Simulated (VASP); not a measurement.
# Cu (I4/mmm) in VASP: settings compared

One crystal, Cu, is run at these levels: PBE, TPSS+D2, PBE0; tasks: single point.

Program: VASP 6.6.1. These are calculated values, not measurements. Logs are shortened: lines on timing, memory, paths and dates and some standing lists are left out, and cuts for length are marked.

### Step 1. The structure

The structure is tetragonal, space group I4/mmm (No. 139). The conventional cell has a = 2.886 Å, b = 2.886 Å, c = 2.752 Å, α = 90.00°, β = 90.00°, γ = 90.00°. Around Cu (site symmetry 4/mmm) lie 10 Cu at 2.46 to 2.75 Å.

This isn't the form of Cu at room conditions, which is fcc.

### Step 2. Single point, PBE

Input file run.py:

```python
from ase.calculators.vasp import Vasp
from ase.dft.bandgap import bandgap
from ase.io import read

atoms = read('POSCAR')
calc = Vasp(
    directory='calc',
    xc='pbe',
    pp='PBE',
    setups={'base': 'minimal', 'Cu': '_GW'},
    prec='Accurate',
    encut=550,
    ediff=1e-07,
    ismear=0,
    sigma=0.1,
    lreal=False,
    lasph=True,
    nelm=60,
    algo='Normal',
    isif=2,
    lwave=False,
    lcharg=False,
    kpts=[13, 13, 13],
    gamma=True,
)
atoms.calc = calc

print('energy (eV):', atoms.get_potential_energy())
print('free energy (eV):', atoms.get_potential_energy(force_consistent=True))
print('forces (eV/A):')
print(atoms.get_forces())
print('stress (eV/A^3, Voigt):', atoms.get_stress())
print('Fermi level (eV):', calc.get_fermi_level())
gap, top, bottom = bandgap(calc)
print('band gap (eV):', gap, 'from (spin, k, band)', top, 'to', bottom)
```

Input file POSCAR:

```
Cu
1.0
   -1.4427933200      1.4427933200      1.3760814500
    1.4427933200     -1.4427933200      1.3760814500
    1.4427933200      1.4427933200     -1.3760814500
Cu
1
Direct
    0.0000000000      0.0000000000      0.0000000000
```

Potentials or basis: VASP PAW PBE potentials, release 64 (Cu_GW).

Launch:

```
$ python run.py
```

Standard output:

```text
energy (eV): -3.70914672
free energy (eV): -3.70999696
forces (eV/A):
[[-0.  0.  0.]]
stress (eV/A^3, Voigt): [-0.03755953 -0.03755953 -0.03725662 -0.          0.         -0.        ]
Fermi level (eV): 5.62171328
band gap (eV): 0.0 from (spin, k, band) (None, None, None) to (None, None, None)
```

OUTCAR:

```text
ENCUT = 550.000000
   EDIFF = 1.00e-07
   GGA = PE
   PREC = Accurate
   ISIF = 2
   ISMEAR = 0
   NELM = 60
   LASPH = .TRUE.
   LREAL = .FALSE.

 ion  position               nearest neighbor table
   1  0.000  0.000  0.000-

  LATTYP: Found a body centered tetragonal cell.
 ALAT       =     2.8855866400
 C/A-ratio  =     0.9537620052

  Lattice vectors:

 A1 = (  -1.4427933200,   1.4427933200,   1.3760814500)
 A2 = (   1.4427933200,  -1.4427933200,   1.3760814500)
 A3 = (   1.4427933200,   1.4427933200,  -1.3760814500)

Analysis of symmetry for initial positions (statically):
=====================================================================
 Subroutine PRICEL returns:
 Original cell was already a primitive cell.

 Routine SETGRP: Setting up the symmetry group for a
 body centered tetragonal supercell.

 Subroutine GETGRP returns: Found 16 space group operations
 (whereof 16 operations were pure point group operations)
 out of a pool of 16 trial point group operations.

The static configuration has the point symmetry D_4h.

Analysis of symmetry for dynamics (positions and initial velocities):
=====================================================================
 Subroutine PRICEL returns:
 Original cell was already a primitive cell.

 Routine SETGRP: Setting up the symmetry group for a
 body centered tetragonal supercell.

 Subroutine GETGRP returns: Found 16 space group operations
 (whereof 16 operations were pure point group operations)
 out of a pool of 16 trial point group operations.

The dynamic configuration has the point symmetry D_4h.

 Subroutine INISYM returns: Found 16 space group operations
 (whereof 16 operations are pure point group operations),
 and found     1 'primitive' translations

----------------------------------------------------------------------------------------

                                     Primitive cell

  volume of cell :      11.4581

  direct lattice vectors                    reciprocal lattice vectors
    -1.442793320  1.442793320  1.376081450     0.000000000  0.346549983  0.363350585
     1.442793320 -1.442793320  1.376081450     0.346549983  0.000000000  0.363350585
     1.442793320  1.442793320 -1.376081450     0.346549983  0.346549983  0.000000000

  length of vectors
     2.461078074  2.461078074  2.461078074     0.502116060  0.502116060  0.490095685

  position of ions in fractional coordinates (direct lattice)
     0.000000000  0.000000000  0.000000000

  ion indices of the primitive-cell ions
   primitive index   ion index
                 1           1

----------------------------------------------------------------------------------------

 KPOINTS: KPOINTS created by Atomic Simulation Env

Automatic generation of k-mesh.
 Grid dimensions read from file:
 generate k-points for:   13   13   13

 Generating k-lattice:

  Cartesian coordinates                     Fractional coordinates (reciprocal lattice)
     0.000000000  0.026657691  0.027950045     0.076923077 -0.000000000  0.000000000
     0.026657691  0.000000000  0.027950045    -0.000000000  0.076923077  0.000000000
     0.026657691  0.026657691  0.000000000     0.000000000  0.000000000  0.076923077

  Length of vectors
     0.038624312  0.038624312  0.037699668

  Shift w.r.t. Gamma in fractional coordinates (k-lattice)
     0.000000000  0.000000000  0.000000000

 Subroutine IBZKPT returns following result:
 ===========================================

 Found    196 irreducible k-points:

 Following reciprocal coordinates:
            Coordinates               Weight
  0.000000  0.000000  0.000000      1.000000
  0.076923  0.000000  0.000000      8.000000
  0.153846  0.000000  0.000000      8.000000
  0.230769 -0.000000  0.000000      8.000000
  0.307692  0.000000  0.000000      8.000000
  0.384615 -0.000000  0.000000      8.000000
[... 42 lines left out ...]
 -0.461538  0.461538  0.000000      4.000000
  0.076923  0.076923  0.076923      8.000000
 [... further k-points ...]
   k-points           NKPTS =    196   k-points in BZ     NKDIM =    196   number of bands    NBANDS=      9
   number of dos      NEDOS =    301   number of ions     NIONS =      1
   total plane-waves  NPLWV =   8000
   dimension x,y,z NGX =    20 NGY =   20 NGZ =   20
   dimension x,y,z NGXF=    40 NGYF=   40 NGZF=   40
   ions per type =               1
   NGX,Y,Z   is equivalent  to a cutoff of  13.51, 13.51, 13.51 a.u.
   NGXF,Y,Z  is equivalent  to a cutoff of  27.02, 27.02, 27.02 a.u.
 SYSTEM =  unknown system
   PREC   = accura    normal or accurate (medium, high low for compatibility)
   ISTART =      0    job   : 0-new  1-cont  2-samecut
   ICHARG =      2    charge: 1-file 2-atom 10-const
   ISPIN  =      1    spin polarized calculation?
   LNONCOLLINEAR =      F non collinear calculations
   LSORBIT =      F    spin-orbit coupling
   LASPH  =      T    aspherical Exc in radial PAW
   ENCUT  =  550.0 eV  40.42 Ry    6.36 a.u.   4.71  4.71  4.71*2*pi/ulx,y,z
   NELM   =     60;   NELMIN=  2; NELMDL= -5     # of ELM steps
   EDIFF  = 0.1E-06   stopping-criterion for ELM
   LREAL  =      F    real-space projection
   EDIFFG = 0.1E-05   stopping-criterion for IOM
   NSW    =      0    number of steps for IOM
   IBRION =     -1    ionic relax: 0-MD 1-quasi-New 2-CG
   NFREE  =      0    steps in history (QN), initial steepest desc. (CG)
   ISIF   =      2    stress and relaxation
   ISYM   =      2    0-nonsym 1-usesym 2-fastsym
   POTIM  = 0.5000    time-step for ionic-motion
   TEBEG  =    0.0;   TEEND  =   0.0 temperature during run
   PSTRESS=    0.0 pullay stress
   NELECT =      11.0000    total number of electrons
   NUPDOWN=      -1.0000    fix difference up-down
   EMIN   =  10.00;   EMAX   =-10.00  energy-range for DOS
   EFERMI =   0.00;   METHOD = LEGACY
   ISMEAR =     0;   SIGMA  =   0.10  broadening in eV -4-tet -1-fermi 0-gaus
   EFERMI_NEDOS =   21; number of points for ismear=-14 and -15
   IALGO  =     38    algorithm
   IMIX   =      4    mixing-type and parameters
     AMIX     =   0.40;   BMIX     =  1.00
     AMIX_MAG =   1.60;   BMIX_MAG =  1.00
  volume/ion in A,a.u.               =      11.46        77.32
  Fermi-wavevector in a.u.,A,eV,Ry     =   1.614984  3.051878 35.486359  2.608174
  Thomas-Fermi vector in A             =   2.709805
   LORBIT       =      0    0 simple, 1 ext, 2 COOP (PROOUT), +10 PAW based schemes
   GGA     = PE    functional components
   LHFCALC =     F    Hartree Fock is set to
   AEXX    =    0.0000 exact exchange contribution
   IVDW    =     0    specifies the selected vdW correction
   LEPSILON=     F    determine dielectric tensor
   LRPA    =     F    only Hartree local field effects (RPA)
 non-spin polarized calculation
 Gauss-broadening in eV      SIGMA  =   0.10
  energy-cutoff  :      550.00
  volume of cell :       11.46
 maximum number of plane-waves:       354
   NGX =  9   NGY =  9   NGZ =  9

 number of electron      11.0000000 magnetization

 Free energy of the ion-electron system (eV)
  ---------------------------------------------------
  ext. energy  EPLUGINS =         0.00000000
  ---------------------------------------------------
  free energy    TOTEN  =        -3.70999696 eV

  energy without entropy =       -3.70829649  energy(sigma->0) =       -3.70914672

 E-fermi :   5.6217     XC(G=0): -13.0927

 val. band max:        5.5971549916   @ k =  -0.3077   0.4615   0.0769
 cond. band min:       5.6357057493   @ k =  -0.2308   0.4615   0.0769
 fundamental gap:      0.0385507577
 Fermi energy:         5.6217132753

 k-point     1 :       0.0000    0.0000    0.0000
  band No.  band energies     occupation
      1      -3.9364      2.00000
      2       2.3560      2.00000
      3       2.5524      2.00000
      4       2.5524      2.00000
      5       3.4285      2.00000
      6       3.6349      2.00000
      7      30.5793      0.00000
      8      30.5793      0.00000
      9      31.8373      0.00000

 k-point     2 :       0.0769    0.0000    0.0000
  band No.  band energies     occupation
      1      -3.6996      2.00000
      2       2.3616      2.00000
      3       2.5458      2.00000
      4       2.5923      2.00000
      5       3.4288      2.00000
      6       3.6027      2.00000
      7      28.9999      0.00000
      8      29.9761      0.00000
      9      30.2543      0.00000

 k-point     3 :       0.1538    0.0000    0.0000
  band No.  band energies     occupation
      1      -3.0063      2.00000
      2       2.2660      2.00000
      3       2.5074      2.00000
      4       2.8203      2.00000
      5       3.4249      2.00000
      6       3.5534      2.00000
      7      25.0104      0.00000
      8      28.1843      0.00000
      9      28.7477      0.00000

 k-point     4 :       0.2308   -0.0000    0.0000
  band No.  band energies     occupation
      1      -1.9260      2.00000
      2       2.0924      2.00000
      3       2.4449      2.00000
      4       3.2041      2.00000
      5       3.4305      2.00000
      6       3.5607      2.00000
      7      20.8247      0.00000
      8      26.2763      0.00000
      9      27.0004      0.00000
[... 397 lines left out ...]
 k-point    38 :       0.3077    0.3077    0.0000
  band No.  band energies     occupation
      1       1.3986      2.00000
      2       1.7960      2.00000
      3       2.1514      2.00000
      4       3.5304      2.00000
      5       3.7843      2.00000
      6       9.2440      0.00000
      7      11.5937      0.00000
      8      12.6475      0.00000
      9      22.6514      0.00000

 k-point    39 :       0.3846    0.3077   -0.0000
  band No.  band energies     occupation
      1       1.4303      2.00000
      2       1.8504      2.00000
      3       2.0683      2.00000
      4       3.5840      2.00000
      5       3.6698      2.00000
      6       8.9150      0.00000
      7      11.6027      0.00000
      8      12.9960      0.00000
      9      22.8573      0.00000

 k-point    40 :       0.4615    0.3077   -0.0000
  band No.  band energies     occupation
      1       1.1491      2.00000
      2       1.8536      2.00000
      3       2.2215      2.00000
      4       3.4495      2.00000
      5       3.6901      2.00000
      6       6.7659      0.00000
      7      12.3301      0.00000
      8      15.8402      0.00000
      9      23.3992      0.00000

 [... further k-points ...]
[... 5 lines left out ...]
  --------------------------------------------------------------------------------------
  -------------------------------------------------------------------------------------
  Total        0.4303604      0.4303604      0.4268896      0.0000000      0.0000000     -0.0000000
  in kB       60.1769966     60.1769966     59.6916800      0.0000000      0.0000000     -0.0000000
  external PRESSURE =      60.0152244 kB  Pullay stress =       0.0000000 kB

 VOLUME and BASIS-vectors are now :
 -----------------------------------------------------------------------------
  energy-cutoff  :      550.00
  volume of cell :       11.46
      direct lattice vectors                 reciprocal lattice vectors
    -1.442793320  1.442793320  1.376081450     0.000000000  0.346549983  0.363350585
     1.442793320 -1.442793320  1.376081450     0.346549983  0.000000000  0.363350585
     1.442793320  1.442793320 -1.376081450     0.346549983  0.346549983  0.000000000

 POSITION                                       TOTAL-FORCE (eV/Angst)
 -----------------------------------------------------------------------------------
      0.00000      0.00000      0.00000        -0.000000      0.000000      0.000000
 -----------------------------------------------------------------------------------
    total drift:                                0.000000      0.000000      0.000000

  FREE ENERGIE OF THE ION-ELECTRON SYSTEM (eV)
  ---------------------------------------------------
  free  energy   TOTEN  =        -3.7099969605 eV

  energy  without entropy=       -3.7082964879  energy(sigma->0) =       -3.70914672
```

INCAR:

```text
ENCUT = 550.000000
SIGMA = 0.100000
EDIFF = 1.00e-07
ALGO = Normal
GGA = PE
PREC = Accurate
ISIF = 2
ISMEAR = 0
NELM = 60
LASPH = .TRUE.
LCHARG = .FALSE.
LWAVE = .FALSE.
LREAL = .FALSE.
```

It took 21 s on 1 thread of Intel Xeon 6975P-C (Granite Rapids), shared host; peak memory 0.13 GiB.

Results:

```yaml
Free_energy: -3.7100 eV
Pressure: 6.0 GPa
Band_gap_on_the_k_mesh: none (metal or under the smearing width)
```

### Step 3. Single point, TPSS+D2 (cell strained at random at fixed volume)

run.py, as its differences from that of step 2:

```diff
@@ -7,13 +7,13 @@
     directory='calc',
-    xc='pbe',
+    xc='tpss',
     pp='PBE',
-    setups={'base': 'minimal', 'Cu': '_GW'},
+    setups='recommended',
     prec='Accurate',
-    encut=550,
+    encut=520,
     ediff=1e-07,
-    ismear=0,
-    sigma=0.1,
+    ismear=1,
+    sigma=0.2,
     lreal=False,
     lasph=True,
-    nelm=60,
+    nelm=80,
     algo='Normal',
@@ -21,3 +21,7 @@
     lwave=False,
-    lcharg=False,
+    lcharg=True,
+    lmixtau=True,
+    ivdw=1,
+    lelf=True,
+    lvhar=True,
     kpts=[13, 13, 13],
```

Input file POSCAR:

```
Cu
1.0
   -1.4515340000      1.4433930000      1.3405740000
    1.4611390000     -1.4674770000      1.3758950000
    1.4443840000      1.4603260000     -1.3658250000
Cu
1
Direct
   -0.0287750000     -0.0254260000     -0.0067720000
```

Potentials or basis: VASP PAW PBE potentials, release 64 (Cu).

Launch:

```
$ python run.py
```

Run time: 4.1 min. Hardware: 1 thread of Intel Xeon 6975P-C (Granite Rapids), shared host; peak memory 0.2 GiB.

The run converged. Its results:

| Item | Value |
| --- | --- |
| Free energy | -12.1580 eV |
| Pressure | -5.7 GPa |
| Band gap on the k mesh | none (metal or under the smearing width) |
| Dispersion energy per atom | -0.557 eV |

Stress tensor (GPa, compression positive):
```
-4.93  0.54 -0.67
 0.54 -5.07  1.73
-0.67  1.73 -6.98
```

Levels at points of the mesh, in eV from the Fermi level:
```csv
k point,band 3,band 4,band 5,band 6,band 7,band 8
"(0.00, 0.00, 0.00)",-3.05,-3.01,-2.27,-1.97,24.38,24.59
```

Caveat: atom-pairwise D2, TS and ULG terms overbind metals; the PAW data sets were made with another functional, which shifts forces and pressure a little; pairwise dispersion overbinds metals, which lowers pressure and volume.

### Step 4. Single point, PBE0 (volume scaled by 1.25)

run.py, as its differences from that of step 3:

```diff
@@ -4,16 +4,17 @@
 
-atoms = read('POSCAR')
+atoms = read('Cu.cif')
 calc = Vasp(
     directory='calc',
-    xc='tpss',
+    xc='pbe0',
     pp='PBE',
     setups='recommended',
+    pp_version='54',
     prec='Accurate',
     encut=520,
-    ediff=1e-07,
-    ismear=1,
-    sigma=0.2,
+    ediff=1e-06,
+    ismear=0,
+    sigma=0.01,
     lreal=False,
     lasph=True,
-    nelm=80,
+    nelm=100,
     algo='Normal',
@@ -22,7 +23,7 @@
     lcharg=True,
-    lmixtau=True,
-    ivdw=1,
+    precfock='Normal',
+    hfrcut=-1,
     lelf=True,
     lvhar=True,
-    kpts=[13, 13, 13],
+    kpts=[7, 7, 7],
     gamma=True,
```

Input file Cu.cif:

```cif
data_Cu
_cell_length_a 2.65111599
_cell_length_b 2.65111599
_cell_length_c 2.65111599
_cell_angle_alpha 108.21809554
_cell_angle_beta 108.21809554
_cell_angle_gamma 112.00763489
_space_group_name_H-M_alt 'P1'
_space_group_name_Hall 'P 1'
_space_group_IT_number 1
loop_
_space_group_symop_operation_xyz
'x,y,z'
loop_
_atom_site_label
_atom_site_type_symbol
_atom_site_symmetry_multiplicity
_atom_site_Wyckoff_symbol
_atom_site_fract_x
_atom_site_fract_y
_atom_site_fract_z
_atom_site_occupancy
Cu1 Cu 1 a 0.0000000000 0.0000000000 0.0000000000 1
```

Potentials or basis: VASP PAW PBE potentials, release 54 (Cu).

Launch:

```
$ python run.py
```

Run time: 12 min. Hardware: 1 thread of Intel Xeon 6975P-C (Granite Rapids), shared host; peak memory 0.12 GiB.

Results (log left out):

```yaml
Free_energy: -3.7273 eV
Pressure: -13.7 GPa
Band_gap_on_the_k_mesh: none (metal or under the smearing width)
```

Stress tensor (GPa, compression positive):
```
-13.65  -1.92   0.00
 -1.92 -15.20   0.00
  0.00   0.00 -12.36
```

Levels at points of the mesh, in eV from the Fermi level:
```csv
k point,band 4,band 5,band 6,band 7,band 8,band 9
"(0.00, 0.00, 0.00)",-4.27,-3.64,-3.50,24.14,24.14,25.34
```

Caveat: the k mesh is coarse (spacing up to 0.42 Å⁻¹), so the values aren't converged, least of all with exact exchange; the PAW data sets were made with another functional, which shifts forces and pressure a little.

### Step 5. Overview

| level | potentials or basis | cell | k mesh | cutoff (eV) | smearing | further INCAR settings | grid for exact exchange (PRECFOCK) | exchange at q = 0 | mesh quality | gap on the mesh (eV) | pressure (GPa) |
| --- | --- | --- | --- | --- | --- | --- | --- | --- | --- | --- | --- |
| PBE | VASP PAW PBE potentials, release 64 (Cu_GW) | as given | 13 × 13 × 13 | 550 | gaussian 0.1 eV | ALGO = Normal; EDIFF = 1.00e-07 | - | - | not flagged | none | 6.0 |
| TPSS+D2 | VASP PAW PBE potentials, release 64 (Cu) | cell strained at random at fixed volume | 13 × 13 × 13 | 520 | methfessel-paxton 0.2 eV | ALGO = Normal; EDIFF = 1.00e-07 | - | - | not flagged | none | -5.7 |
| PBE0 | VASP PAW PBE potentials, release 54 (Cu) | volume scaled by 1.25 | 7 × 7 × 7 | 520 | gaussian 0.01 eV | ALGO = Normal; EDIFF = 1.00e-06 | Normal | truncated | coarse | none | -13.7 |

Alike in all rows: task single point; no spin polarisation.

Caveats: some runs use coarse meshes; the PAW data sets were made with another functional, which shifts forces and pressure a little (some runs); atom-pairwise D2, TS and ULG terms overbind metals (some runs); pairwise dispersion overbinds metals, which lowers pressure and volume (some runs).

Total energies depend on the potentials used, so only differences within one code and one set of settings carry meaning.
